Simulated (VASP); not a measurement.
Runs of VASP 6.6.1 on BAs. Symmetry: F-43m, No. 216, cubic system. The conventional cell has a = 4.777 Å, b = 4.777 Å, c = 4.777 Å, α = 90.00°, β = 90.00°, γ = 90.00°. As (site symmetry -43m) is surrounded by 4 B at 2.07 Å. Around B (site symmetry -43m) lie 4 As at 2.07 Å. 

```tsv
task	level	spin	cell	k mesh	cutoff (eV)	smearing	grid for exact exchange (PRECFOCK)	exchange at q = 0	share of exact exchange	screening parameter	mesh quality	gap on the mesh (eV)	pressure (GPa)	relaxed volume (Å³/atom)
single point	PBE	off	as given	10 × 10 × 10	520	gaussian 0.024 eV	-	-	-	-	not flagged	1.18	3.4	-
single point	PBE	off	as given	10 × 10 × 10	520	gaussian 0.012 eV	-	-	-	-	not flagged	1.18	3.4	-
band structure	PBE-EpsX	off	as given	5 × 5 × 5	520	fermi-dirac 0.05 eV	Fast	default	0.1013	-	coarse	(b)	1.9	-
single point	PBE0	SOC, no magnetisation	as given	4 × 4 × 4	520	fermi-dirac 0.05 eV	Normal	truncated	-	-	coarse	-	-0.2	-
single point	RPBE	off	as given	10 × 10 × 10	520	gaussian 0.05 eV	-	-	-	-	not flagged	1.21	6.0	-
band structure	SCAN	off	as given	10 × 10 × 10	520	fermi-dirac 0.05 eV	-	-	-	-	not flagged	1.42	0.2	-
relaxation of cell and atoms	HSE06+MBD	off	relaxed	5 × 5 × 5	600	tetrahedron	Normal	-	-	0.2 1/A	coarse	1.85	-0.1	13.41
relaxation of cell and atoms	PBE0	off	relaxed	5 × 5 × 5	600	fermi-dirac 0.05 eV	Fast	default	-	-	coarse	(a)	0.0	13.57
single point	PBEsol	off	as given	10 × 10 × 10	520	gaussian 0.05 eV	-	-	-	-	not flagged	1.08	0.1	-
band structure	TPSS	off	as given	10 × 10 × 10	520	fermi-dirac 0.05 eV	-	-	-	-	not flagged	1.16	2.7	-
```

Alike in all rows: potentials or basis VASP PAW PBE potentials, release 64 (As, B).

Fill in the values left out.

(a) 2.57; (b) 1.73.

Caveats: some runs use coarse meshes; the PAW data sets were made with another functional, which shifts forces and pressure a little (some runs); an odd mesh through Γ misses points on the zone boundary, where band edges often lie (some runs); an unscreened hybrid on a path of extra k points without a Coulomb cutoff has errors near the mesh points, so the bands along the path aren't reliable (some runs).

A k mesh can miss the band edges, and rows without SOC leave out spin-orbit coupling on As.
